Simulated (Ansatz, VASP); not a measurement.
BN in VASP and in Ansatz

Contents of INCAR:

```
PREC = Accurate
ENCUT = 520
EDIFF = 1E-6
ISMEAR = 0
SIGMA = 0.05
LREAL = F
LASPH = T
NELM = 80
ALGO = Normal
ISIF = 2
LWAVE = F
LCHARG = F
GGA = PS
NBANDS = 16
```

KPOINTS

```
Automatic mesh
0
Gamma
  12 12 4
```

File POSCAR:

```
BN
1.0
    2.5791114554      0.0000000000      0.0000000000
   -1.2895557277      2.1034648140      0.0000000000
    0.0000000000      0.0000000000      6.6612000000
B N
2 2
Direct
    0.3333333333      0.6666666667      0.2500000000
    0.6666666667      0.3333333333      0.7500000000
    0.3333333333      0.6666666667      0.7500000000
    0.6666666667      0.3333333333      0.2500000000
```

Input for Ansatz:

```yaml
crystal:
  lattice:
    - [2.5791114554, 0.0, 0.0]
    - [-1.2895557277, 2.103464814, 0.0]
    - [0.0, 0.0, 6.6612]
  atoms:
    - { symbol: B, position: [0.3333333333, 0.6666666667, 0.25] }
    - { symbol: B, position: [0.6666666667, 0.3333333333, 0.75] }
    - { symbol: "N", position: [0.3333333333, 0.6666666667, 0.75] }
    - { symbol: "N", position: [0.6666666667, 0.3333333333, 0.25] }
basis:
  ecutwfc: 420
kpoints:
  mp_grid: { grid: [12, 12, 4] }
hamiltonian:
  xc: pbesol
scf:
  occupations: { method: gaussian, width: 0.05 }
output:
  forces: true
  stress: true
  eigenvalues: true
```

Change from the starting cell: strain +0.0300 x Voigt [1, -1, 0, 0, 0, 0], atoms carried along.

Alike in both runs: task single point; functional PBEsol; k mesh 12 × 12 × 4; occupations gaussian, width 0.05 eV; no spin polarisation.

|  | VASP | Ansatz |
| --- | --- | --- |
| version | VASP 6.6.1 | Ansatz 0.2.0 |
| potentials or method | VASP PAW PBE potentials, release 64 (B, N) | scalar-relativistic, plane waves, PAW |
| plane-wave cutoff (eV) | 520 | 420 |
| valence electrons in the cell | 16 | 16 |

```csv
,VASP,Ansatz,Ansatz less VASP
gap on the k mesh at the Fermi level (eV),3.97,3.99,+0.010
least direct gap on the mesh (eV),4.59,4.60,+0.010
pressure (GPa),1.9,1.6,-0.30
largest component of the traceless stress (GPa),23.09,22.78,-0.307
rms of the force components (eV/Å),0.527,0.524,-0.0035
```

Atom by atom the forces differ by 0.003 eV/Å (rms over components).

Caveats: the PAW data sets were made with another functional, which shifts forces and pressure a little (VASP); this functional lacks dispersion, which binds the layers, so the pressure and a relaxed spacing across them are unreliable. A k mesh can miss the band edges.
